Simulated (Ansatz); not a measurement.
# InP (F-43m) in Ansatz: further runs

Runs on InP. Level: PBE. Tasks: single point.

Everything below comes from runs of Ansatz 0.2.0. Logs are shortened: lines on timing, memory, paths and dates and some standing lists are left out, and cuts for length are marked.

**Experimental background.**

From a printed reference work, data compilation, for a bulk crystal of InP at 1.6 K: band gap 1.4236 eV (direct).

The results are compared with them further down.

## Step 1: Starting point

The structure is cubic, space group F-43m (No. 216). Conventional cell: a = 5.861 Å, b = 5.861 Å, c = 5.861 Å, α = 90.00°, β = 90.00°, γ = 90.00°. In (site symmetry -43m) has 4 P at 2.54 Å as nearest neighbours. P (site symmetry -43m) is surrounded by 4 In at 2.54 Å.

## Step 2: Single point, PBE

Input file input.yaml:

```yaml
crystal:
  lattice:
    - [0.0, 2.9305, 2.9305]
    - [2.9305, 0.0, 2.9305]
    - [2.9305, 2.9305, 0.0]
  atoms:
    - { symbol: In, position: [0.0, 0.0, 0.0] }
    - { symbol: P, position: [0.75, 0.75, 0.75] }
kpoints:
  mp_grid: { grid: [6, 6, 6] }
scf:
  occupations: { method: fermi_dirac, width: 0.02 }
hamiltonian:
  xc: pbe
  pseudopotentials: { kind: all_electron, lapw: { basis_error: 0.004 } }
output:
  forces: true
  stress: true
  eigenvalues: true
```

Potentials or basis: all-electron LAPW, scalar-relativistic.

Run with:

```sh
$ ansatz run input.yaml --threads 1 --pin off --max-ram 3072MiB --backend cpu --events-out ev --progress --plain --runs-dir out
```

Standard output:

```text
Warning: RAYON_NUM_THREADS=1 ignored (pool sized by the plan → 1); use --threads N
LAPW: plane waves up to 7.312 Å⁻¹, error target 4.0e-3 eV per atom; small_component_spin mean_spin; P in spheres of 1.091 Å, 13 of its electrons in bands, Dirac shells []; In in spheres of 1.447 Å, 21 of its electrons in bands, Dirac shells [] (how accurate: hamiltonian.pseudopotentials.lapw.basis_error, Limitations)
Engine: ansatz 0.2.0, x86_64-unknown-linux-gnu
Pseudopotentials: kind: all_electron
Pseudopotential: In, LAPW, valence charge 21, lapw/all_electron/scalar/gaussian/In, Koelling and Harmon's equation, gaussian nucleus
Pseudopotential: P, LAPW, valence charge 13, lapw/all_electron/scalar/gaussian/P, Koelling and Harmon's equation, gaussian nucleus
Functional definition: PBE
  parameter kappa = 0.804
  parameter beta = 0.06672455060314922
  exchange = pbe_x(kappa = kappa, mu = beta*pi^2/3)
  correlation = pbe_c(beta = beta)
Crystal: 2 atoms, lattice volume = 50.333 Å³
Basis set: ecut = 203.71028420255044 eV, 331 PW (Γ), exchange–correlation at level 2
Bands: 21, of which v1, the nominal top of the filled ones, is band 17 counted from 1 (16 counted from 0)
Symmetry: 24 space group operations
Space group: F-43m (ITA 216), of the structure as read, at distance tolerance 3.7e-5 Å
k-points: 16 of 216 (time reversal used)
Non-local potential: In, projectors of the file, none
Non-local potential: P, projectors of the file, none
Initial density: superposition of atomic densities (chi_scale 0.1, normalization cell, long waves kept (reshape's long-wave potential 0.00 eV rms))
Initial wavefunctions: plane waves of lowest kinetic energy (no species holds an atomic orbital)
Functional: x = pbe(κ = 0.804, μ = 0.2195149727645171), c = pbe(β = 0.06672455060314922)
iter 1 solved again at ethr=3.72e-3 eV; its pass at ethr=1.00e-1 eV (dr2=1.26e0 eV) is discarded
SCF iter   1: F=—  HF=-169355.811891 eV  |F-HF|=—  |Δ(HF+E_count)|=         —  Δρ=3.66e-2  dr2=1.26e0  ethr=3.72e-3  ⟨swp⟩=2.0  Hψ=2289  notcnv=0
preconditioner: auto → none  [insulator: Δε(μ)=1.114 eV  Ē_g=14.271 eV  σ=0.020 eV  W_gap=1.00  n_scr=14 (ndim 8)  ℏωp=22.2 eV  f_vac=0.035  D(μ)=0.00/eV (n_scr^D=0)  ε∞_Penn≈3.4]
iter 2 solved again at ethr=2.05e-4 eV; its pass at ethr=3.72e-3 eV (dr2=6.97e-2 eV) is discarded
SCF iter   2: F=—  HF=-169355.417586 eV  |F-HF|=—  |Δ(HF+E_count)|=   3.94e-1  Δρ=1.25e-2  dr2=6.97e-2  ethr=2.05e-4  ⟨swp⟩=2.0  Hψ=1790  notcnv=0
SCF iter   3: F=—  HF=-169355.391596 eV  |F-HF|=—  |Δ(HF+E_count)|=   2.60e-2  Δρ=6.11e-3  dr2=1.57e-2  ethr=2.05e-4  ⟨swp⟩=2.7  Hψ=1002  notcnv=0
SCF iter   4: F=—  HF=-169355.392534 eV  |F-HF|=—  |Δ(HF+E_count)|=         —  Δρ=1.30e-3  dr2=9.20e-4  ethr=4.62e-5  ⟨swp⟩=2.0  Hψ=990  notcnv=0
the basis was enlarged: its passes take 81.8 KiB over the memory plan, 1 of 1 planned eigensolver slots
SCF iter   5: F=—  HF=-169355.392113 eV  |F-HF|=—  |Δ(HF+E_count)|=   4.21e-4  Δρ=1.83e-4  dr2=1.63e-5  ethr=2.70e-6  ⟨swp⟩=2.4  Hψ=939  notcnv=0
SCF iter   6: F=—  HF=-169355.392143 eV  |F-HF|=—  |Δ(HF+E_count)|=   3.08e-5  Δρ=4.02e-5  dr2=6.95e-7  ethr=4.79e-8  ⟨swp⟩=3.0  Hψ=992  notcnv=0
SCF iter   7: F=-169355.392145 eV  HF=-169355.392145 eV  |F-HF|=1.15e-8  |Δ(HF+E_count)|=   1.82e-6  Δρ=3.37e-6  dr2=7.61e-9  ethr=2.04e-9  ⟨swp⟩=3.0  Hψ=990  notcnv=0
SCF 1 converged in 7 iterations: F = -169355.392145 eV  dr2 = 7.61e-9
SCF converged after 7 iterations
Free energy (F): -169355.392145 eV
Harris-Foulkes:  -169355.392145 eV  (|F-HF|=1.15e-8)
Internal energy: -169355.392145 eV  (E = F + TS)
E sigma→0 (E₀):  -169355.392145 eV
Fermi energy:    9.471770 eV
--- Per-component energies (eV) ---
  E_band       = -1582.988626
  E_kinetic    = 177332.056695
  E_xc         = -4985.305751
  E_electrostatic = -341702.143090  (all electrons and nuclei)
  E_smearing   = -0.000000  (= −TS)
  E_closure    = 0.000000  (closes the sum)
  E_atoms      = -169347.050426  (free atoms, spherical and without spin; not in F)
  Σ components = -169355.392145   (vs F -169355.392145, Δ=0.00e0)
  Basis errors (estimates in eV, not in F): energy 1.7e-3 per atom: plane waves 1.6e-3 (9.5e-4 summed), levels above the bands 4.2e-151, relativity 5.2e-8, radial functions 1.2e-4, core shells 5.1e-8; eigenvalues (radial functions only) 1.2e-5; not estimated: angular momenta, meshes, grids; target (lapw.basis_error) 4.0e-3; muffin-tin radii P 1.091 Å, In 1.447 Å
--- Forces (eV/Å), atoms counted from 1 ---
  atom   1  In     0.00000000    -0.00000000    -0.00000000
  atom   2  P     -0.00000000     0.00000000    -0.00000000
  max |Σ_I F_I| component: 3.70e-17 eV/Å
--- Stress (GPa, compression-positive) ---
        3.348840      -0.000000       0.000000
       -0.000000       3.348840       0.000000
        0.000000       0.000000       3.348840
  P = ⅓ Tr σ = 3.3488 GPa (33.488 kbar)
--- Band table (eV; the first three rows and the last of 16) ---
  k-point 0: bands = ["-158.5088", "-108.9848", "-108.9848", "-108.9848", "-105.8637", "-64.3507", "-64.3507", "-64.3507", "-5.0923", "-5.0923", "-5.0923", "-4.9407", "-4.9407", "-2.4121", "9.1049", "9.1049", "9.1049", "9.8166", "13.1928", "13.1928", "13.1928"]
  k-point 1: bands = ["-158.5088", "-108.9848", "-108.9848", "-108.9847", "-105.8637", "-64.3508", "-64.3508", "-64.3508", "-5.1242", "-5.0799", "-5.0799", "-4.9402", "-4.9402", "-2.0988", "6.9240", "8.8007", "8.8007", "10.9073", "13.5979", "13.6315", "13.6315"]
  k-point 2: bands = ["-158.5088", "-108.9848", "-108.9847", "-108.9847", "-105.8637", "-64.3509", "-64.3508", "-64.3508", "-5.1833", "-5.0601", "-5.0601", "-4.9337", "-4.9337", "-1.2903", "4.5419", "8.3288", "8.3288", "10.7612", "13.9707", "13.9707", "15.3755"]
  k-point 15: bands = ["-158.5088", "-108.9848", "-108.9847", "-108.9847", "-105.8637", "-64.3509", "-64.3509", "-64.3508", "-5.2533", "-5.0200", "-4.9960", "-4.9688", "-4.9188", "0.0255", "3.4643", "6.2998", "6.3236", "12.3861", "12.7285", "15.8959", "16.1794"]
```

Run time: 9.3 s. Hardware: 1 thread of Intel Xeon at 2.50GHz (Skylake/Cascade Lake), shared host; peak memory 0.25 GiB.

Results:

```yaml
Free_energy: -169355.3921 eV
Pressure: 3.3 GPa
Band_gap_on_the_k_mesh: 0.71 eV, direct
```

Levels at points of the mesh, in eV from the valence-band top:
```tsv
k point	band 14	band 15	band 16	band 17	band 18	band 19	band 20	band 21
(0.00, 0.00, 0.00)	-11.52	0.00	0.00	0.00	0.71	4.09	4.09	4.09
(0.00, 0.00, -0.50)	-9.79	-5.73	-0.97	-0.97	1.50	4.81	4.81	7.10
(0.00, -0.50, -0.50)	-9.14	-5.75	-2.32	-2.32	1.76	2.27	9.21	9.59
```

Caveat: spin-orbit coupling is left out, which moves the levels of the heavy elements.

## Step 3: Single point, PBE

Input file input.yaml:

```yaml
crystal:
  lattice:
    - [0.0, 2.9305, 2.9305]
    - [2.9305, 0.0, 2.9305]
    - [2.9305, 2.9305, 0.0]
  atoms:
    - { symbol: In, position: [0.0, 0.0, 0.0] }
    - { symbol: P, position: [0.75, 0.75, 0.75] }
kpoints:
  mp_grid: { grid: [8, 8, 8] }
scf:
  occupations: { method: gaussian, width: 0.016 }
hamiltonian:
  xc: pbe
  pseudopotentials: { kind: all_electron, lapw: { basis_error: 0.001 } }
output:
  forces: true
  stress: true
  eigenvalues: true
```

Potentials or basis: all-electron LAPW, scalar-relativistic.

Run with:

```sh
$ ansatz run input.yaml --threads 1 --pin off --max-ram 3072MiB --backend cpu --events-out ev --progress --plain --runs-dir out
```

It took 21 s on 1 thread of Intel Xeon at 2.50GHz (Skylake/Cascade Lake), shared host; peak memory 0.29 GiB.

The run converged. Its results:

```
Free energy            : -169355.4050 eV
Pressure               : 3.3 GPa
Band gap on the k mesh : 0.71 eV, direct
```

Levels at points of the mesh, in eV from the valence-band top:
```
             k point  band 13  band 14  band 15  band 16  band 17  band 18  band 19  band 20  band 21
  (0.00, 0.00, 0.00)   -14.04   -11.52     0.00     0.00     0.00     0.71     4.09     4.09     4.09
 (0.00, 0.00, -0.50)   -14.02    -9.79    -5.73    -0.97    -0.97     1.50     4.81     4.81     7.11
(0.00, -0.50, -0.50)   -14.00    -9.14    -5.75    -2.32    -2.32     1.77     2.27     9.21     9.59
```

Caveat: spin-orbit coupling is left out, which moves the levels of the heavy elements.

## Step 4: Single point, PBE

Changes to input.yaml since step 3:

```diff
@@ -11,3 +11,3 @@
 scf:
-  occupations: { method: gaussian, width: 0.016 }
+  occupations: { method: gaussian, width: 0.022 }
 hamiltonian:
```

Run with:

```sh
$ ansatz run input.yaml --threads 1 --pin off --max-ram 3072MiB --backend cpu --events-out ev --progress --plain --runs-dir out
```

It took 21 s on 1 thread of Intel Xeon at 2.50GHz (Skylake/Cascade Lake), shared host; peak memory 0.3 GiB.

It converged, with:

```
Free energy            : -169355.4050 eV
Pressure               : 3.3 GPa
Band gap on the k mesh : 0.71 eV, direct
```

Levels at points of the mesh, in eV from the valence-band top:
```csv
k point,band 14,band 15,band 16,band 17,band 18,band 19,band 20,band 21
"(0.00, 0.00, 0.00)",-11.52,0.00,0.00,0.00,0.71,4.09,4.09,4.09
"(0.00, 0.00, -0.50)",-9.79,-5.73,-0.97,-0.97,1.50,4.81,4.81,7.11
"(0.00, -0.50, -0.50)",-9.14,-5.75,-2.32,-2.32,1.77,2.27,9.21,9.59
```

Caveat: spin-orbit coupling is left out, which moves the levels of the heavy elements.

## Step 5: Overview

| k mesh | cutoff (eV) | smearing | basis error allowed | gap on the mesh (eV) | pressure (GPa) |
| --- | --- | --- | --- | --- | --- |
| 6 × 6 × 6 | 204 | fermi-dirac 0.02 eV | 0.004 eV/atom | 0.71 | 3.3 |
| 8 × 8 × 8 | 245 | gaussian 0.016 eV | 0.001 eV/atom | 0.71 | 3.3 |
| 8 × 8 × 8 | 245 | gaussian 0.022 eV | 0.001 eV/atom | 0.71 | 3.3 |

Alike in all rows: task single point; level PBE; potentials or basis all-electron LAPW, scalar-relativistic; no spin polarisation; cell as given.

On the cell as given the gap runs from 0.71 eV (PBE) to 0.71 eV (PBE); the meshes differ, which moves gaps too.

Caveats: spin-orbit coupling is left out, which moves the levels of the heavy elements.

Compare energies only between runs with the same functional and basis.

## Step 6: How close it comes

Step 2. A measured gap of InP is 1.4236 eV (direct; 1.6 K; a printed reference work, data compilation); the calculated 0.71 eV misses it by -0.71 eV. Spin-orbit coupling on In is left out. The value is that of PBE, without temperature or zero-point motion. Semilocal functionals fall short of measured gaps as a rule.

Step 3. A measured gap of InP is 1.4236 eV (direct; 1.6 K; a printed reference work, data compilation); the calculated 0.71 eV misses it by -0.71 eV. Spin-orbit coupling on In is left out. The value is that of PBE, without temperature or zero-point motion. Semilocal functionals fall short of measured gaps as a rule.

Step 4. Measured gap of InP: 1.4236 eV (direct; 1.6 K; a printed reference work, data compilation). This calculation gives 0.71 eV (-0.71 eV). Spin-orbit coupling on In is left out. The value is that of PBE, without temperature or zero-point motion. Semilocal functionals fall short of measured gaps as a rule.
